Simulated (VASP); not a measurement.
# K (P4/mmm) in VASP: single point with LDA

Aim: the single point of K with LDA.

Program: VASP 6.6.1. These are calculated values, not measurements. Logs are shortened: lines on timing, memory, paths and dates and some standing lists are left out, and cuts for length are marked.

**1. The structure**

Symmetry: P4/mmm, No. 123, tetragonal system. Conventional cell: a = 10.080 Å, b = 10.080 Å, c = 4.325 Å, α = 90.00°, β = 90.00°, γ = 90.00°. Around K (site symmetry 4/mmm) lie 2 K at 4.32 Å.

This isn't the form of K at room conditions, which is bcc.

**2. Single point, LDA**

INCAR

```
SYSTEM = K
PREC = Accurate
ENCUT = 520
EDIFF = 1E-6
ISMEAR = 0
SIGMA = 0.15
LREAL = .False.
LASPH = .True.
NELM = 100
ALGO = Fast
ISIF = 2
LWAVE = .False.
LCHARG = .False.
NBANDS = 10
```

KPOINTS

```
regular mesh
0
Gamma
  6 6 12
  0 0 0
```

POSCAR

```
K
1.0
   10.0796055900      0.0000000000      0.0000000000
    0.0000000000     10.0796055900      0.0000000000
    0.0000000000      0.0000000000      4.3245983300
K
1
Direct
    0.0000000000      0.0000000000      0.0000000000
```

Potentials or basis: VASP PAW LDA potentials, release 64 (K_sv).

The run is started by

```
> cat potpaw_LDA.64/K_sv/POTCAR > POTCAR
> mpirun -np 1 vasp_std > vasp.out
```

OUTCAR:

```text
SYSTEM = K
   PREC = Accurate
   ENCUT = 520
   EDIFF = 1E-6
   ISMEAR = 0
   LREAL = .False.
   LASPH = .True.
   NELM = 100
   ISIF = 2

 ion  position               nearest neighbor table
   1  0.000  0.000  0.000-

  LATTYP: Found a simple tetragonal cell.
 ALAT       =    10.0796055900
 C/A-ratio  =     0.4290443997

  Lattice vectors:

 A1 = (  10.0796055900,   0.0000000000,   0.0000000000)
 A2 = (   0.0000000000,  10.0796055900,   0.0000000000)
 A3 = (   0.0000000000,   0.0000000000,   4.3245983300)

Analysis of symmetry for initial positions (statically):
=====================================================================
 Subroutine PRICEL returns:
 Original cell was already a primitive cell.

 Routine SETGRP: Setting up the symmetry group for a
 simple tetragonal supercell.

 Subroutine GETGRP returns: Found 16 space group operations
 (whereof 16 operations were pure point group operations)
 out of a pool of 16 trial point group operations.

The static configuration has the point symmetry D_4h.

Analysis of symmetry for dynamics (positions and initial velocities):
=====================================================================
 Subroutine PRICEL returns:
 Original cell was already a primitive cell.

 Routine SETGRP: Setting up the symmetry group for a
 simple tetragonal supercell.

 Subroutine GETGRP returns: Found 16 space group operations
 (whereof 16 operations were pure point group operations)
 out of a pool of 16 trial point group operations.

The dynamic configuration has the point symmetry D_4h.

 Subroutine INISYM returns: Found 16 space group operations
 (whereof 16 operations are pure point group operations),
 and found     1 'primitive' translations

----------------------------------------------------------------------------------------

                                     Primitive cell

  volume of cell :     439.3725

  direct lattice vectors                    reciprocal lattice vectors
    10.079605590  0.000000000  0.000000000     0.099210231  0.000000000  0.000000000
     0.000000000 10.079605590  0.000000000     0.000000000  0.099210231  0.000000000
     0.000000000  0.000000000  4.324598330     0.000000000  0.000000000  0.231235348

  length of vectors
    10.079605590 10.079605590  4.324598330     0.099210231  0.099210231  0.231235348

  position of ions in fractional coordinates (direct lattice)
     0.000000000  0.000000000  0.000000000

  ion indices of the primitive-cell ions
   primitive index   ion index
                 1           1

----------------------------------------------------------------------------------------

 KPOINTS: regular mesh

Automatic generation of k-mesh.
 Grid dimensions read from file:
 generate k-points for:    6    6   12

 Generating k-lattice:

  Cartesian coordinates                     Fractional coordinates (reciprocal lattice)
     0.016535039  0.000000000  0.000000000     0.166666667  0.000000000  0.000000000
     0.000000000  0.016535039  0.000000000     0.000000000  0.166666667  0.000000000
     0.000000000  0.000000000  0.019269612     0.000000000  0.000000000  0.083333333

  Length of vectors
     0.016535039  0.016535039  0.019269612

  Shift w.r.t. Gamma in fractional coordinates (k-lattice)
     0.000000000  0.000000000  0.000000000

 Subroutine IBZKPT returns following result:
 ===========================================

 Found     70 irreducible k-points:

 Following reciprocal coordinates:
            Coordinates               Weight
  0.000000  0.000000  0.000000      1.000000
  0.166667  0.000000  0.000000      4.000000
  0.333333  0.000000  0.000000      4.000000
  0.500000  0.000000  0.000000      2.000000
  0.166667  0.166667  0.000000      4.000000
  0.333333  0.166667  0.000000      8.000000
[... 16 lines left out ...]
  0.333333  0.000000  0.166667      8.000000
  0.500000  0.000000  0.166667      4.000000
 [... further k-points ...]
   k-points           NKPTS =     70   k-points in BZ     NKDIM =     70   number of bands    NBANDS=     10
   number of dos      NEDOS =    301   number of ions     NIONS =      1
   total plane-waves  NPLWV = 204800
   dimension x,y,z NGX =    80 NGY =   80 NGZ =   32
   dimension x,y,z NGXF=   160 NGYF=  160 NGZF=   64
   ions per type =               1
   NGX,Y,Z   is equivalent  to a cutoff of  13.19, 13.19, 12.30 a.u.
   NGXF,Y,Z  is equivalent  to a cutoff of  26.39, 26.39, 24.60 a.u.
 SYSTEM =  K
   PREC   = accura    normal or accurate (medium, high low for compatibility)
   ISTART =      0    job   : 0-new  1-cont  2-samecut
   ICHARG =      2    charge: 1-file 2-atom 10-const
   ISPIN  =      1    spin polarized calculation?
   LNONCOLLINEAR =      F non collinear calculations
   LSORBIT =      F    spin-orbit coupling
   LASPH  =      T    aspherical Exc in radial PAW
   ENCUT  =  520.0 eV  38.22 Ry    6.18 a.u.  18.74 18.74  8.04*2*pi/ulx,y,z
   NELM   =    100;   NELMIN=  2; NELMDL= -5     # of ELM steps
   EDIFF  = 0.1E-05   stopping-criterion for ELM
   LREAL  =      F    real-space projection
   EDIFFG = 0.1E-04   stopping-criterion for IOM
   NSW    =      0    number of steps for IOM
   IBRION =     -1    ionic relax: 0-MD 1-quasi-New 2-CG
   NFREE  =      0    steps in history (QN), initial steepest desc. (CG)
   ISIF   =      2    stress and relaxation
   ISYM   =      2    0-nonsym 1-usesym 2-fastsym
   POTIM  = 0.5000    time-step for ionic-motion
   TEBEG  =    0.0;   TEEND  =   0.0 temperature during run
   PSTRESS=    0.0 pullay stress
   NELECT =       9.0000    total number of electrons
   NUPDOWN=      -1.0000    fix difference up-down
   EMIN   =  10.00;   EMAX   =-10.00  energy-range for DOS
   EFERMI =   0.00;   METHOD = LEGACY
   ISMEAR =     0;   SIGMA  =   0.15  broadening in eV -4-tet -1-fermi 0-gaus
   EFERMI_NEDOS =   21; number of points for ismear=-14 and -15
   IALGO  =     68    algorithm
   IMIX   =      4    mixing-type and parameters
     AMIX     =   0.40;   BMIX     =  1.00
     AMIX_MAG =   1.60;   BMIX_MAG =  1.00
  volume/ion in A,a.u.               =     439.37      2965.03
  Fermi-wavevector in a.u.,A,eV,Ry     =   0.447931  0.846467  2.729906  0.200642
  Thomas-Fermi vector in A             =   1.427117
   LORBIT       =      0    0 simple, 1 ext, 2 COOP (PROOUT), +10 PAW based schemes
   GGA     = CA    functional components
   LHFCALC =     F    Hartree Fock is set to
   AEXX    =    0.0000 exact exchange contribution
   IVDW    =     0    specifies the selected vdW correction
   LEPSILON=     F    determine dielectric tensor
   LRPA    =     F    only Hartree local field effects (RPA)
 non-spin polarized calculation
 RMM-DIIS sequential band-by-band and
 Gauss-broadening in eV      SIGMA  =   0.15
  energy-cutoff  :      520.00
  volume of cell :      439.37
 maximum number of plane-waves:     11912
 NGX is ok and might be reduce to    80
   NGX = 37   NGY = 37   NGZ = 17

 number of electron       9.0000000 magnetization

 Free energy of the ion-electron system (eV)
  ---------------------------------------------------
  ext. energy  EPLUGINS =         0.00000000
  ---------------------------------------------------
  free energy    TOTEN  =        -0.59671168 eV

  energy without entropy =       -0.58266657  energy(sigma->0) =       -0.58968913

 E-fermi :  -2.1222     XC(G=0):  -2.1421

 val. band max:       -2.1226320974   @ k =   0.3333   0.1667   0.2500
 cond. band min:      -2.1214272857   @ k =   0.5000   0.0000   0.2500
 fundamental gap:      0.0012048117
 Fermi energy:        -2.1221836749

 k-point     1 :       0.0000    0.0000    0.0000
  band No.  band energies     occupation
      1     -34.3884      2.00000
      2     -18.1078      2.00000
      3     -18.1078      2.00000
      4     -18.0283      2.00000
      5      -2.7511      2.00000
      6      -0.6711      0.00000
      7      -0.6711      0.00000
      8      -0.2154      0.00000
      9       0.0286      0.00000
     10       0.6293      0.00000

 k-point     2 :       0.1667    0.0000    0.0000
  band No.  band energies     occupation
      1     -34.3884      2.00000
      2     -18.1078      2.00000
      3     -18.1078      2.00000
      4     -18.0283      2.00000
      5      -2.7433      2.00000
      6      -0.8181      0.00000
      7      -0.6594      0.00000
      8      -0.1157      0.00000
      9       0.1661      0.00000
     10       0.5532      0.00000

 k-point     3 :       0.3333    0.0000    0.0000
  band No.  band energies     occupation
      1     -34.3884      2.00000
      2     -18.1078      2.00000
      3     -18.1078      2.00000
      4     -18.0283      2.00000
      5      -2.7272      2.00000
      6      -0.9985      0.00000
      7      -0.6342      0.00000
      8      -0.0420      0.00000
      9       0.4263      0.00000
     10       0.5036      0.00000

 k-point     4 :       0.5000    0.0000    0.0000
  band No.  band energies     occupation
      1     -34.3884      2.00000
      2     -18.1078      2.00000
      3     -18.1077      2.00000
      4     -18.0283      2.00000
      5      -2.7187      2.00000
      6      -1.0674      0.00000
      7      -0.6205      0.00000
      8      -0.0133      0.00000
      9       0.3703      0.00000
     10       0.7269      0.00000
[... 222 lines left out ...]
 k-point    22 :       0.1667    0.0000    0.1667
  band No.  band energies     occupation
      1     -34.3874      2.00000
      2     -18.1057      2.00000
      3     -18.1057      2.00000
      4     -18.0490      2.00000
      5      -2.4744      1.99910
      6      -0.6408      0.00000
      7      -0.4991      0.00000
      8       0.1193      0.00000
      9       0.3681      0.00000
     10       0.7482      0.00000

 k-point    23 :       0.3333    0.0000    0.1667
  band No.  band energies     occupation
      1     -34.3874      2.00000
      2     -18.1057      2.00000
      3     -18.1057      2.00000
      4     -18.0490      2.00000
      5      -2.4572      1.99841
      6      -0.8125      0.00000
      7      -0.4764      0.00000
      8       0.1889      0.00000
      9       0.6273      0.00000
     10       0.6872      0.00000

 k-point    24 :       0.5000    0.0000    0.1667
  band No.  band energies     occupation
      1     -34.3874      2.00000
      2     -18.1057      2.00000
      3     -18.1057      2.00000
      4     -18.0490      2.00000
      5      -2.4482      1.99788
      6      -0.8795      0.00000
      7      -0.4641      0.00000
      8       0.2170      0.00000
      9       0.5741      0.00000
     10       0.8986      0.00000

 [... further k-points ...]

------------------------ aborting loop because EDIFF is reached ----------------------------------------

  FORCE on cell =-STRESS in cart. coord.  units (eV):
  Direction    XX          YY          ZZ          XY          YZ          ZX
  --------------------------------------------------------------------------------------
  -------------------------------------------------------------------------------------
  Total       -0.0183812     -0.0183812     -0.3692473      0.0000000     -0.0000000      0.0000000
  in kB       -0.0670274     -0.0670274     -1.3464648      0.0000000     -0.0000000      0.0000000
  external PRESSURE =      -0.4935066 kB  Pullay stress =       0.0000000 kB

 VOLUME and BASIS-vectors are now :
 -----------------------------------------------------------------------------
  energy-cutoff  :      520.00
  volume of cell :      439.37
      direct lattice vectors                 reciprocal lattice vectors
    10.079605590  0.000000000  0.000000000     0.099210231  0.000000000  0.000000000
     0.000000000 10.079605590  0.000000000     0.000000000  0.099210231  0.000000000
     0.000000000  0.000000000  4.324598330     0.000000000  0.000000000  0.231235348

 POSITION                                       TOTAL-FORCE (eV/Angst)
 -----------------------------------------------------------------------------------
      0.00000      0.00000      0.00000         0.000000      0.000000      0.000000
 -----------------------------------------------------------------------------------
    total drift:                               -0.000000      0.000000      0.000000

  FREE ENERGIE OF THE ION-ELECTRON SYSTEM (eV)
  ---------------------------------------------------
  free  energy   TOTEN  =        -0.5967116820 eV

  energy  without entropy=       -0.5826665729  energy(sigma->0) =       -0.58968913
```

Wall time 3.7 min (1 thread of Intel Xeon Platinum 8559C (Emerald Rapids), shared host); peak memory 0.54 GiB.

Results:

* Free energy: -0.5967 eV
* Pressure: 0.0 GPa
* Band gap on the k mesh: none (metal or under the smearing width)

Levels at points of the mesh, in eV from the Fermi level:
| k point | band 1 | band 2 | band 3 | band 4 | band 5 | band 6 | band 7 | band 8 |
| --- | --- | --- | --- | --- | --- | --- | --- | --- |
| (0.00, 0.00, 0.00) | -32.27 | -15.99 | -15.99 | -15.91 | -0.63 | 1.45 | 1.45 | 1.91 |
| (0.50, 0.00, 0.00) | -32.27 | -15.99 | -15.99 | -15.91 | -0.60 | 1.05 | 1.50 | 2.11 |
| (0.50, 0.50, 0.00) | -32.27 | -15.99 | -15.99 | -15.91 | -0.57 | 1.13 | 1.13 | 2.04 |
| (0.00, 0.00, 0.50) | -32.26 | -15.99 | -15.98 | -15.98 | 1.45 | 1.62 | 2.42 | 2.42 |
| (0.50, 0.00, 0.50) | -32.26 | -15.99 | -15.98 | -15.98 | 1.48 | 1.68 | 2.31 | 2.43 |
| (0.50, 0.50, 0.50) | -32.26 | -15.99 | -15.98 | -15.98 | 1.51 | 1.73 | 2.33 | 2.33 |
